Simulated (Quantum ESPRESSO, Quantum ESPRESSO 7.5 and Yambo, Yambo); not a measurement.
# Excitons of InP (F-43m) on ever denser meshes

Wanted: excitons and ε₂ of InP (F-43m), with cost.

Calculated with Quantum ESPRESSO 7.5 and Yambo 5.3.0; PBE and many-body steps on it, plane waves.

### Step 1. Starting point

The structure is cubic, space group F-43m (No. 216). The conventional cell has a = 5.869 Å, b = 5.869 Å, c = 5.869 Å, α = 90.00°, β = 90.00°, γ = 90.00°. Nearest to In lie 4 P at 2.54 Å. P has 4 In at 2.54 Å nearest. Farther neighbours are not listed.

Coordinates:

```cif
data_structure
_symmetry_space_group_name_H-M 'P 1'
_symmetry_Int_Tables_number 1
_cell_length_a 4.1498
_cell_length_b 4.1498
_cell_length_c 4.1498
_cell_angle_alpha 60.000
_cell_angle_beta 60.000
_cell_angle_gamma 60.000
_cell_volume 50.53
loop_
_atom_site_label
_atom_site_type_symbol
_atom_site_fract_x
_atom_site_fract_y
_atom_site_fract_z
_atom_site_occupancy
In1 In 0.00000 0.00000 0.00000 1
P2 P 0.25000 0.25000 0.25000 1
```

The cell and positions come from the Crystallography Open Database and are kept as given unless a step says otherwise.

### Step 2. Empty states on the mesh, 4×4×4 mesh, 127 bands

This step: Quantum ESPRESSO 7.5; DFT, PBE, plane waves, norm-conserving pseudopotentials.

The sums over transitions need many empty states on a uniform mesh; this step solves for them.

pw.in reads:

```
&control
  calculation = 'nscf'
  prefix = 'x'
  outdir = 'o'
  pseudo_dir = 'pseudo'
/
&system
  ibrav = 0
  nat = 2
  ntyp = 2
  ecutwfc = 80.0
  nbnd = 127
  force_symmorphic = .true.
/
&electrons
  conv_thr = 1e-9
  electron_maxstep = 80
  diago_full_acc = .true.
  diago_thr_init = 5e-6
/
ATOMIC_SPECIES
  In 114.82 In.upf
  P 30.974 P.upf
CELL_PARAMETERS angstrom
  -0.0000000000 2.9343500000 2.9343500000
  2.9343500000 -0.0000000000 2.9343500000
  2.9343500000 2.9343500000 -0.0000000000
ATOMIC_POSITIONS crystal
  In 0.0000000000 0.0000000000 0.0000000000
  P 0.2500000000 0.2500000000 0.2500000000
K_POINTS automatic
  4 4 4 0 0 0
```

On the command line:

```sh
OMP_NUM_THREADS=1 mpirun -n 4 pw.x -nk 4 -in pw.in > pw.out
```

What it wrote:

```text
Program PWSCF v.7.5 starts

     This program is part of the open-source Quantum ESPRESSO suite
     for quantum simulation of materials; please cite
         "P. Giannozzi et al., J. Phys.:Condens. Matter 21 395502 (2009);
         "P. Giannozzi et al., J. Phys.:Condens. Matter 29 465901 (2017);
         "P. Giannozzi et al., J. Chem. Phys. 152 154105 (2020);
     in publications or presentations arising from this work. More details at

     Atomic positions and unit cell read from directory:
     o/x.save/

     Message from routine setup:
[...]
64.4159  66.7542  66.7542  66.8024  67.0517  67.0517  68.1622  68.8442
     [... 4 further rows ...]
    91.8718  91.8718  92.4602  92.4602  94.3707  94.5737  94.5737  94.8385
    95.3697  95.3697  96.8620  96.8620  97.7591  98.2623  98.9412

          k = 0.3536 0.0000 0.0000 (  4088 PWs)   bands (ev):

     [... further k-points ...]

     highest occupied, lowest unoccupied level (ev):     8.2604    8.9469

     XML data file, pseudopotentials, collected wavefunctions

=------------------------------------------------------------------------------=
   JOB DONE.
=------------------------------------------------------------------------------=
```

The job ended after 9.5 s (4 MPI ranks of Arm Neoverse V1, shared host; peak memory 0.38 GiB).

Numbers from this step:

| Quantity | Value |
| --- | --- |
| gap | 0.6864 eV |
| k of the valence top | 0, 0, 0 |
| k of the conduction bottom | 0, 0, 0 |
| least direct gap | 0.6864 eV |
| k points computed | 8 |
| lowest point of the top converged band, above the valence top | 89.0312 eV |

On this mesh the gap is 0.686 eV.

The density comes from a self-consistent run that is not shown.

### Step 3. Conversion and set-up

This step: Yambo 5.3.0; conversion and set-up on PBE, plane waves, norm-conserving pseudopotentials.

The states are converted to the many-body program's format and the q mesh is built.

On the command line:

```sh
(cd o/x.save; p2y > p2y.log; mv SAVE ../..); yambo > setup.log
```

What it wrote:

```text
 Yambo, version 5.3.0

 [02] CORE Variables Setup
 =========================

  [02.01] Unit cells
  ==================

  Cell kind             :  FCC
  Atoms in the cell     :  In  P
  number of In atoms    :  1
  number of P  atoms    :  1

  List of atomic masses
  Mass of In    :  114.8200
  Mass of P     :  30.97400

  List of atomic coordinates    : [cc]
  In1       :  0.000000  0.000000  0.000000  order 1
  P1       :  2.772559  2.772559  2.772559  order 2

  Alat factors          :  5.545118  5.545118  5.545118 [a.u.]
  Direct lattice volume :  341.0062 [a.u.]
[...]
==========================================

 IBZ Q-points                                      :   8
 BZ  Q-points                                      :   64

 K/Q-points units:
 rlu = crystal or reduced units; cc = cartesian coordinates; iku = interal k-units

 Q [1]          [rlu]:  0.000000  0.000000  0.000000
 Q [2]          [rlu]:  0.92257E-17  0.92257E-17  0.25000
 Q [3]          [rlu]: -0.18451E-16 -0.18451E-16 -0.50000
[...]
Q [7]          [rlu]:  0.40653E-17 -0.50000     -0.50000
 Q [8]          [rlu]:  0.250000 -0.500000 -0.250000

  [03.01] X indexes
  =================

   [03.01.01] Sigma indexes
   ========================

 [06] Game Over & Game summary
```

Wall time 2.8 s (1 MPI rank); peak memory 0.25 GiB.

### Step 4. Screening and self-energy, 4×4×4 mesh, 127 bands, screening to 163.3 eV

G0W0 replaces the xc potential by the self-energy, built once from these orbitals. Only a window of levels is corrected, while the sums run over the empty bands that the input names.

This step: G0W0 on PBE, plane waves, norm-conserving pseudopotentials.

gw1.in reads:

```
HF_and_locXC
gw0
dyson
ppa
em1d
rim_cut
RandQpts= 1000000
RandGvec= 1 RL
EXXRLvcs= 80 Ry
VXCRLvcs= 320 Ry
Chimod= "HARTREE"
% BndsRnXp
 1 | 127 |
%
NGsBlkXp= 12 Ry
% LongDrXp
 1 | 1 | 1 |
%
% GbndRnge
 1 | 127 |
%
DysSolver= "n"
ExtendOut
PPAPntXp= 27.21138 eV
% QPkrange
 1 | 1 | 12 | 15 |
%
```

On the command line:

```sh
OMP_NUM_THREADS=1 mpirun -n 4 yambo -F gw1.in -J gw1 -C gw1 > gw1.log
```

What it wrote:

```text
 Yambo, version 5.3.0

 [02] CORE Variables Setup
 =========================

  [... cell, symmetries and grids as in the set-up ...]

  [02.05] Energies & Occupations
  ==============================

  [X] === General ===
  [X] Electronic Temperature                        :  0.000000  0.000000 [eV K]
  [X] Bosonic    Temperature                        :  0.000000  0.000000 [eV K]
  [X] Finite Temperature mode                       : no
  [X] El. density                                   :  0.51453E+24 [cm-3]
[...]
Sx RL components                                 :   4279

   QP @ state[ 1 ] K range                          :  1  1
   QP @ state[ 1 ] b range                          :  12  15
   GF energies kind                                 : Perdew, Burke & Ernzerhof(X)+Perdew, Burke & Ernzerhof(C)
   GF WF`s kind                                     : Perdew, Burke & Ernzerhof(X)+Perdew, Burke & Ernzerhof(C)
   Xs energies kind                                 : Perdew, Burke & Ernzerhof(X)+Perdew, Burke & Ernzerhof(C)
   Xs WF`s kind                                     : Perdew, Burke & Ernzerhof(X)+Perdew, Burke & Ernzerhof(C)

 [11] Game Over & Game summary
```

Run time: 1.7 min. Hardware: 4 MPI ranks; peak memory 1.6 GiB.

Numbers from this step:

```
G0W0 gap on the points computed              : 1.374 eV
starting gap on the mesh                     : 0.6864 eV
k of the valence top                         : 0, 0, 0
k of the conduction bottom                   : 0, 0, 0
least direct G0W0 gap on the computed points : 1.374 eV
```

The gap on the mesh goes from 0.69 eV to 1.37 eV, a correction of +0.69 eV.

The gap opens by 0.687 eV; the next steps shift the empty bands rigidly by 0.687 eV. The exciton steps add spin-orbit coupling, which this shift does not hold.

### Step 5. Empty states on the mesh, 4×4×4 mesh, 48 bands

This step: Quantum ESPRESSO 7.5; DFT, PBE with spin-orbit coupling, plane waves, norm-conserving pseudopotentials.

pw.in, as its differences from that of step 2:

```diff
@@ -11,4 +11,6 @@
   ecutwfc = 80.0
-  nbnd = 127
+  nbnd = 48
   force_symmorphic = .true.
+  noncolin = .true.
+  lspinorb = .true.
 /
```

On the command line:

```sh
OMP_NUM_THREADS=1 mpirun -n 4 pw.x -nk 4 -in pw.in > pw.out
```

What it wrote:

```text
[banner, memory and clock lines left out]
Program PWSCF v.7.5 starts

     Atomic positions and unit cell read from directory:
     o/x.save/

     Message from routine setup:
     using ibrav=0 with symmetry is DISCOURAGED, use correct ibrav instead

     G-vector sticks info

     bravais-lattice index     =            0
     lattice parameter (alat)  =       7.8420  a.u.
     unit-cell volume          =     341.0062 (a.u.)^3
     number of atoms/cell      =            2
     number of atomic types    =            2
     number of electrons       =        26.00
[...]
k = 0.1768 0.1768-0.1768 (  4122 PWs)   bands (ev):

  -106.6719-106.6719 -69.7791 -69.7791 -63.1344 -63.1344 -63.1343 -63.1343
[...]
k =-0.3536-0.3536 0.3536 (  4140 PWs)   bands (ev):

  -106.6719-106.6719 -69.7791 -69.7791 -63.1345 -63.1345 -63.1343 -63.1343
[...]
15.3729  15.3729  17.7446  17.7446  18.8434  18.8434  18.9277  18.9277
    20.5597  20.5597  20.9103  20.9103  20.9910  20.9910  26.4352  26.4352

          k = 0.3536 0.0000 0.0000 (  4088 PWs)   bands (ev):

     [... further k-points ...]

     highest occupied, lowest unoccupied level (ev):     8.2946    8.9539

     XML data file, pseudopotentials, collected wavefunctions
```

The job ended after 6.6 s (4 MPI ranks; peak memory 0.38 GiB).

Numbers from this step:

```yaml
gap: 0.6593 eV
k_of_the_valence_top: 0, 0, 0
k_of_the_conduction_bottom: 0, 0, 0
least_direct_gap: 0.6593 eV
k_points_computed: 8
lowest_point_of_the_top_converged_band_above_the_valence_top: 13.88 eV
```

On this mesh the gap is 0.659 eV.

The density comes from a self-consistent run that is not shown, made with spin-orbit coupling and fully relativistic files.

### Step 6. Conversion and set-up

This step: Yambo 5.3.0; conversion and set-up on PBE with spin-orbit coupling, plane waves, norm-conserving pseudopotentials.

On the command line:

```sh
(cd o/x.save; p2y > p2y.log; mv SAVE ../..); yambo > setup.log
```

What it wrote:

```text
 Yambo, version 5.3.0

 [02] CORE Variables Setup
 =========================

  [02.01] Unit cells
  ==================

  Cell kind             :  FCC
  Atoms in the cell     :  In  P
  number of In atoms    :  1
  number of P  atoms    :  1

  List of atomic masses
  Mass of In    :  114.8200
  Mass of P     :  30.97400

  List of atomic coordinates    : [cc]
  In1       :  0.000000  0.000000  0.000000  order 1
  P1       :  2.772559  2.772559  2.772559  order 2

  Alat factors          :  5.545118  5.545118  5.545118 [a.u.]
  Direct lattice volume :  341.0062 [a.u.]
[...]
==========================================

 IBZ Q-points                                      :   8
 BZ  Q-points                                      :   64

 K/Q-points units:
 rlu = crystal or reduced units; cc = cartesian coordinates; iku = interal k-units

 Q [1]          [rlu]:  0.000000  0.000000  0.000000
 Q [2]          [rlu]:  0.92257E-17  0.92257E-17  0.25000
 Q [3]          [rlu]: -0.18451E-16 -0.18451E-16 -0.50000
[...]
Q [7]          [rlu]:  0.40653E-17 -0.50000     -0.50000
 Q [8]          [rlu]:  0.250000 -0.500000 -0.250000

  [03.01] X indexes
  =================

   [03.01.01] Sigma indexes
   ========================

 [06] Game Over & Game summary
```

Run time: 3.4 s. Hardware: 1 MPI rank; peak memory 0.25 GiB.

[end of part 1 of 3]

[Paths, hosts, dates, memory and timing lines, banners, echoed tables and standing remarks are left out of the program output.]

[Logs are printed without paths, hosts, clocks, repeated set-up lines and the standing remarks that a program may print on its own settings, such as how far it seeks lower states.]

[Runs of the session that timed out or met a known fault of the program may be left out.]

[Hosts, paths, dates, database ids (printed as entryN), source tags and the programs' standing remarks are cut or masked in the printed files.]
